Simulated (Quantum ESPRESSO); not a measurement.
# BAs (Pm-3m) in Quantum ESPRESSO: further runs

One crystal, BAs, is run at these levels: vdW-DF-cx, WC, optB88-vdW; tasks: band structure.

All numbers are computed with Quantum ESPRESSO 7.5; they aren't measurements. Logs are shortened: lines on timing, memory, paths and dates and some standing lists are left out, and cuts for length are marked.

### 1 Starting point

The structure is cubic, space group Pm-3m (No. 221). Conventional cell: a = 3.236 Å, b = 3.236 Å, c = 3.236 Å, α = 90.00°, β = 90.00°, γ = 90.00°. Around B (site symmetry m-3m) lie 8 As at 2.80 Å. As (site symmetry m-3m) is surrounded by 8 B at 2.80 Å.

The cell was built by a generator and needn't be a form met in nature.

### 2 Band structure, vdW-DF-cx

Contents of pw.in:

```
&CONTROL
  calculation = 'scf'
  prefix = 'pwscf'
  outdir = './tmp'
  pseudo_dir = './pseudo'
  tprnfor = .true.
  tstress = .true.
  disk_io = 'low'
/
&SYSTEM
  ibrav = 0
  nat = 2
  ntyp = 2
  ecutwfc = 70
  nbnd = 9
  input_dft = 'vdw-df-cx'
  occupations = 'smearing'
  smearing = 'fd'
  degauss = 0.00367493
/
&ELECTRONS
  conv_thr = 4d-10
  electron_maxstep = 120
  mixing_beta = 0.5
/
ATOMIC_SPECIES
B     10.8100 B_ONCV_PBE-1.2.upf
As    74.9216 As_ONCV_PBE-1.2.upf
CELL_PARAMETERS bohr
   6.1149024813    0.0000000000    0.0000000000
   0.0000000000    6.1149024813    0.0000000000
   0.0000000000    0.0000000000    6.1149024813
ATOMIC_POSITIONS bohr
B      0.0000000000    0.0000000000    0.0000000000
As     3.0574512407    3.0574512407    3.0574512407
K_POINTS automatic
8 8 8 0 0 0
```

Contents of bands.in:

```
&CONTROL
  calculation = 'bands'
  prefix = 'pwscf'
  outdir = './tmp'
  pseudo_dir = './pseudo'
  disk_io = 'low'
  verbosity = 'high'
/
&SYSTEM
  ibrav = 0
  nat = 2
  ntyp = 2
  ecutwfc = 70
  nbnd = 9
  input_dft = 'vdw-df-cx'
  occupations = 'smearing'
  smearing = 'fd'
  degauss = 0.00367493
/
&ELECTRONS
  conv_thr = 1d-08
  electron_maxstep = 120
  mixing_beta = 0.5
  diago_full_acc = .true.
/
ATOMIC_SPECIES
B     10.8100 B_ONCV_PBE-1.2.upf
As    74.9216 As_ONCV_PBE-1.2.upf
CELL_PARAMETERS bohr
   6.1149024813    0.0000000000    0.0000000000
   0.0000000000    6.1149024813    0.0000000000
   0.0000000000    0.0000000000    6.1149024813
ATOMIC_POSITIONS bohr
B      0.0000000000    0.0000000000    0.0000000000
As     3.0574512407    3.0574512407    3.0574512407
K_POINTS crystal
60
 0.0000000000  0.0000000000  0.0000000000 1
 0.0000000000  0.0714285714  0.0000000000 1
 0.0000000000  0.1428571429  0.0000000000 1
 0.0000000000  0.2142857143  0.0000000000 1
 0.0000000000  0.2857142857  0.0000000000 1
 0.0000000000  0.3571428571  0.0000000000 1
 0.0000000000  0.4285714286  0.0000000000 1
 0.0000000000  0.5000000000  0.0000000000 1
 0.0714285714  0.5000000000  0.0000000000 1
 0.1428571429  0.5000000000  0.0000000000 1
 0.2142857143  0.5000000000  0.0000000000 1
 0.2857142857  0.5000000000  0.0000000000 1
 0.3571428571  0.5000000000  0.0000000000 1
 0.4285714286  0.5000000000  0.0000000000 1
 0.5000000000  0.5000000000  0.0000000000 1
 0.4545454545  0.4545454545  0.0000000000 1
 0.4090909091  0.4090909091  0.0000000000 1
 0.3636363636  0.3636363636  0.0000000000 1
 0.3181818182  0.3181818182  0.0000000000 1
 0.2727272727  0.2727272727  0.0000000000 1
 0.2272727273  0.2272727273  0.0000000000 1
 0.1818181818  0.1818181818  0.0000000000 1
 0.1363636364  0.1363636364  0.0000000000 1
 0.0909090909  0.0909090909  0.0000000000 1
 0.0454545455  0.0454545455  0.0000000000 1
 0.0000000000  0.0000000000  0.0000000000 1
 0.0357142857  0.0357142857  0.0357142857 1
 0.0714285714  0.0714285714  0.0714285714 1
 0.1071428571  0.1071428571  0.1071428571 1
 0.1428571429  0.1428571429  0.1428571429 1
 0.1785714286  0.1785714286  0.1785714286 1
 0.2142857143  0.2142857143  0.2142857143 1
 0.2500000000  0.2500000000  0.2500000000 1
 0.2857142857  0.2857142857  0.2857142857 1
 0.3214285714  0.3214285714  0.3214285714 1
 0.3571428571  0.3571428571  0.3571428571 1
 0.3928571429  0.3928571429  0.3928571429 1
 0.4285714286  0.4285714286  0.4285714286 1
 0.4642857143  0.4642857143  0.4642857143 1
 0.5000000000  0.5000000000  0.5000000000 1
 0.4545454545  0.5000000000  0.4545454545 1
 0.4090909091  0.5000000000  0.4090909091 1
 0.3636363636  0.5000000000  0.3636363636 1
 0.3181818182  0.5000000000  0.3181818182 1
 0.2727272727  0.5000000000  0.2727272727 1
 0.2272727273  0.5000000000  0.2272727273 1
 0.1818181818  0.5000000000  0.1818181818 1
 0.1363636364  0.5000000000  0.1363636364 1
 0.0909090909  0.5000000000  0.0909090909 1
 0.0454545455  0.5000000000  0.0454545455 1
 0.0000000000  0.5000000000  0.0000000000 1
 0.5000000000  0.5000000000  0.0000000000 1
 0.5000000000  0.5000000000  0.0625000000 1
 0.5000000000  0.5000000000  0.1250000000 1
 0.5000000000  0.5000000000  0.1875000000 1
 0.5000000000  0.5000000000  0.2500000000 1
 0.5000000000  0.5000000000  0.3125000000 1
 0.5000000000  0.5000000000  0.3750000000 1
 0.5000000000  0.5000000000  0.4375000000 1
 0.5000000000  0.5000000000  0.5000000000 1
```

Potentials or basis: SG15 PBE 1.2.

The run is started by

```sh
> OMP_NUM_THREADS=1 pw.x -in pw.in > pw.out
> OMP_NUM_THREADS=1 pw.x -in bands.in > bands.out
```

pw.out:

```text
This program is part of the open-source Quantum ESPRESSO suite
     for quantum simulation of materials; please cite
         "P. Giannozzi et al., J. Phys.:Condens. Matter 21 395502 (2009);
         "P. Giannozzi et al., J. Phys.:Condens. Matter 29 465901 (2017);
         "P. Giannozzi et al., J. Chem. Phys. 152 154105 (2020);
     in publications or presentations arising from this work. More details at

     IMPORTANT: XC functional enforced from input :
     Exchange-correlation= VDW-DF-CX
                           (   1   4  27   0   1   0   0)
     Any further DFT definition will be discarded
     Please, verify this is what you really want

     Message from routine setup:
     using ibrav=0 with symmetry is DISCOURAGED, use correct ibrav instead

     G-vector sticks info
     --------------------
     sticks:   dense  smooth     PW     G-vecs:    dense   smooth      PW
     Sum         845     845    253                18037    18037    3071

     Using Slab Decomposition

     bravais-lattice index     =            0
     lattice parameter (alat)  =       6.1149  a.u.
     unit-cell volume          =     228.6486 (a.u.)^3
     number of atoms/cell      =            2
     number of atomic types    =            2
     number of electrons       =         8.00
     number of Kohn-Sham states=            9
     kinetic-energy cutoff     =      70.0000  Ry
     charge density cutoff     =     280.0000  Ry
     scf convergence threshold =      4.0E-10
     mixing beta               =       0.5000
     number of iterations used =            8  plain     mixing
     Exchange-correlation= VDW-DF-CX
                           (   1   4  27   0   1   0   0)

     celldm(1)=   6.114902  celldm(2)=   0.000000  celldm(3)=   0.000000
     celldm(4)=   0.000000  celldm(5)=   0.000000  celldm(6)=   0.000000

     crystal axes: (cart. coord. in units of alat)
               a(1) = (   1.000000   0.000000   0.000000 )
               a(2) = (   0.000000   1.000000   0.000000 )
               a(3) = (   0.000000   0.000000   1.000000 )

     reciprocal axes: (cart. coord. in units 2 pi/alat)
               b(1) = (  1.000000  0.000000  0.000000 )
               b(2) = (  0.000000  1.000000  0.000000 )
               b(3) = (  0.000000  0.000000  1.000000 )

     PseudoPot. # 1 for B  read from file:
     B_ONCV_PBE-1.2.upf
     Pseudo is Norm-conserving, Zval =  3.0
     Generated using ONCVPSP code by D. R. Hamann
     Using radial grid of  602 points,  4 beta functions with:
                l(1) =   0
                l(2) =   0
                l(3) =   1
                l(4) =   1

     PseudoPot. # 2 for As read from file:
     As_ONCV_PBE-1.2.upf
     Pseudo is Norm-conserving, Zval =  5.0
     Generated using ONCVPSP code by D. R. Hamann
     Using radial grid of  602 points,  6 beta functions with:
                l(1) =   0
                l(2) =   0
[... 56 lines left out ...]

     Initial potential from superposition of free atoms

     starting charge       7.9509, renormalised to       8.0000

     %%%%%%%%%%%%%%%%%%%%%%%%%%%%%%%%%%%%%%%%%%%%%%%%%%%%%%%%%%%%%%%%%%%%%%%%
     %                                                                      %
     % You are using vdW-DF, which was implemented by the Thonhauser group. %
     % Please cite the following two papers that made this development      %
     % possible and the two reviews that describe the various versions:     %
     %                                                                      %
     %   T. Thonhauser et al., PRL 115, 136402 (2015).                      %
     %   T. Thonhauser et al., PRB 76, 125112 (2007).                       %
     %   K. Berland et al., Rep. Prog. Phys. 78, 066501 (2015).             %
     %   D.C. Langreth et al., J. Phys.: Condens. Matter 21, 084203 (2009). %
     %                                                                      %
     % If you are calculating stress with vdW-DF, please also cite:         %
     %                                                                      %
     %   R. Sabatini et al., J. Phys.: Condens. Matter 24, 424209 (2012).   %
     %                                                                      %
     %%%%%%%%%%%%%%%%%%%%%%%%%%%%%%%%%%%%%%%%%%%%%%%%%%%%%%%%%%%%%%%%%%%%%%%%

     %%%%%%%%%%%%%%%%%%%%%%%%%%%%%%%%%%%%%%%%%%%%%%%%%%%%%%%%%%%%%%%%%%%%%%%%
     %                                                                      %
     %  vdW-DF NEWS:                                                        %
     %                                                                      %
     %  * vdW-DF3 is now available. DOI: 10.1021/acs.jctc.0c00471           %
     %    use with input_dft = 'vdW-DF3-opt1' or 'vdW-DF3-opt2'             %
     %                                                                      %
     %  * Unscreened and range-separated hybrid vdW-DF-cx functionals       %
     %    DOI: 10.1063/1.4986522 and 10.1088/1361-648X/ac2ad2               %
     %    use with input_dft = 'vdW-DF-cx0'    and 'vdW-DF-ahcx'            %
     %  * Unscreened and range-separated hybrid vdW-DF2-b86r functionals    %
     %    DOI: 10.1063/1.4986522 and DOI: 10.1103/PhysRevX.12.041003        %
     %    use with input_dft = 'vdW-DF2-br0' and 'vdW-DF2-ahbr'             %
     %                                                                      %
     %%%%%%%%%%%%%%%%%%%%%%%%%%%%%%%%%%%%%%%%%%%%%%%%%%%%%%%%%%%%%%%%%%%%%%%%

     Starting wfcs are random

     Self-consistent Calculation

     iteration #  1     ecut=    70.00 Ry     beta= 0.50
     Davidson diagonalization with overlap
     ethr =  1.00E-02,  avg # of iterations =  8.0

     Threshold (ethr) on eigenvalues was too large:
     Diagonalizing with lowered threshold

     Davidson diagonalization with overlap
     ethr =  2.37E-04,  avg # of iterations =  3.1

     total energy              =     -18.10326181 Ry
     estimated scf accuracy    <       0.01919525 Ry
[... 43 lines left out ...]
     iteration #  8     ecut=    70.00 Ry     beta= 0.50
     Davidson diagonalization with overlap
     ethr =  5.04E-12,  avg # of iterations =  1.5

     End of self-consistent calculation

          k = 0.0000 0.0000 0.0000 (  2301 PWs)   bands (ev):

    -7.0565   3.8741   5.6852   5.6852   5.6852  12.2279  12.2279  12.8939
    12.8939
[... 163 lines left out ...]
    -2.3194   2.6389   3.1045   3.1045   4.6855   6.0761   6.6083   6.6083
    21.5937

          k =-0.5000-0.5000-0.5000 (  2272 PWs)   bands (ev):

    -2.0500   3.1072   4.0257   4.0257   4.0257   5.3341   5.3341   5.3341
    22.2259

     the Fermi energy is     6.2202 ev

!    total energy              =     -18.10818303 Ry
     estimated scf accuracy    <          3.9E-12 Ry
     smearing contrib. (-TS)   =      -0.00063813 Ry
     internal energy E=F+TS    =     -18.10754490 Ry

     The total energy is F=E-TS. E is the sum of the following terms:
     one-electron contribution =       6.02247649 Ry
     hartree contribution      =       0.46687865 Ry
     xc contribution           =      -4.88666038 Ry
     ewald contribution        =     -19.71023966 Ry

     convergence has been achieved in   8 iterations

     Forces acting on atoms (cartesian axes, Ry/au):

     atom    1 type  1   force =     0.00000000    0.00000000    0.00000000
     atom    2 type  2   force =     0.00000000    0.00000000    0.00000000

     Total force =     0.000000     Total SCF correction =     0.000000

     Computing stress (Cartesian axis) and pressure

          total   stress  (Ry/bohr**3)                   (kbar)     P=     -147.76
  -0.00100446   0.00000000   0.00000000         -147.76        0.00        0.00
   0.00000000  -0.00100446   0.00000000            0.00     -147.76        0.00
   0.00000000   0.00000000  -0.00100446            0.00        0.00     -147.76

=------------------------------------------------------------------------------=
   JOB DONE.
=------------------------------------------------------------------------------=
```

It took 2.2 min on 1 thread of Intel Xeon 6975P-C (Granite Rapids), shared host; peak memory 0.09 GiB.

Results:

```
Free energy            : -246.3744 eV
Pressure               : -14.8 GPa
Band gap on the k mesh : none (metal or under the smearing width)
```

Levels at the corners of the path, in eV from the Fermi level:
| point | band 2 | band 3 | band 4 | band 5 | band 6 | band 7 |
| --- | --- | --- | --- | --- | --- | --- |
| Γ | -2.35 | -0.53 | -0.53 | -0.53 | 6.01 | 6.01 |
| X | -8.00 | 1.97 | 2.21 | 2.21 | 2.50 | 2.58 |
| M | -4.94 | -4.94 | -4.88 | 3.31 | 3.46 | 5.50 |
| Γ | -2.35 | -0.53 | -0.53 | -0.53 | 6.01 | 6.01 |
| R | -3.11 | -2.19 | -2.19 | -2.19 | -0.89 | -0.89 |
| X | -8.00 | 1.97 | 2.21 | 2.21 | 2.50 | 2.58 |
| M | -4.94 | -4.94 | -4.88 | 3.31 | 3.46 | 5.50 |
| R | -3.11 | -2.19 | -2.19 | -2.19 | -0.89 | -0.89 |

Caveat: the potentials were made for another functional, which shifts forces and pressure.

(Part 1 of 3 ends here.)
